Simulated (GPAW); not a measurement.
Input of a GPAW 26.7.0 run:

File run.py:

```python
from ase import Atoms
from ase.dft.bandgap import bandgap
from ase.io import write
from gpaw import GPAW, PW
from gpaw.response.df import DielectricFunction

atoms = Atoms(['Pd', 'Pd'],
              cell=[[2.7649821671, 0.0, 0.0],
                    [-1.3824910836, 2.3945447978, 0.0],
                    [0.0, 0.0, 4.597825668]],
              scaled_positions=[[0.3333333333, 0.6666666667, 0.25],
                                [0.6666666667, 0.3333333333, 0.75]],
              pbc=True)

calc = GPAW(mode=PW(500),
            xc='PBE',
            kpts={'size': (9, 9, 5), 'gamma': True},
            occupations={'name': 'fermi-dirac', 'width': 0.05},
            nbands=29,
            convergence={'density': 1e-06},
            maxiter=150,
            txt='gpaw.txt')
atoms.calc = calc
energy = atoms.get_potential_energy()
calc.write('gs.gpw')
write('result.traj', atoms)
print(f'Energy: {energy:.6f} eV')
print('Fermi level:', round(calc.get_fermi_level(), 4), 'eV')
print(f'Gap: {bandgap(calc)[0]:.4f} eV, direct: {bandgap(calc, direct=True)[0]:.4f} eV')

dense = calc.fixed_density(kpts={'size': (17, 17, 9), 'gamma': True},
                           nbands=42, convergence={'bands': 36, 'eigenstates': 1e-7},
                           update_fermi_level=True, txt='dense.txt')
dense.write('dense.gpw', mode='all')

df = DielectricFunction('dense.gpw', frequencies={'type': 'nonlinear', 'domega0': 0.05, 'omega2': 10},
                        eta=0.1, ecut=50, nbands=36, rate='eta', txt='df.txt')
for direction in ['x', 'z']:
    df.get_dielectric_function(xc='RPA', direction=direction, filename=f'df_{direction}.csv')
```

Potentials or basis: GPAW PAW data sets (gpaw-data 1.2.1), pw.

Command:

```bash
$ OMP_NUM_THREADS=1 python run.py
```

Predict the band gap on the k mesh.

none (metal or under the smearing width).

Dielectric function (mean over the directions given):
```tsv
energy (eV)	real part	imaginary part
0.51	-106.45	112.01
1.43	-17.44	30.42
2.42	-11.02	14.55
3.43	-5.96	7.93
4.44	-2.36	5.05
5.31	-3.21	3.72
6.31	-1.64	2.32
7.29	-0.80	1.44
8.25	0.10	1.49
9.27	0.65	1.83
10.16	0.71	2.05
11.20	0.54	2.20
12.19	0.17	1.96
13.24	0.29	1.62
14.22	0.38	1.37
15.13	0.58	1.15
16.21	0.61	1.34
17.36	0.67	1.42
18.58	0.51	1.42
19.87	0.31	1.42
```

Caveat: the intraband term hangs on this k mesh; the long-wavelength limit can be off by several per cent where d states take part; independent-particle spectra lack excitons.
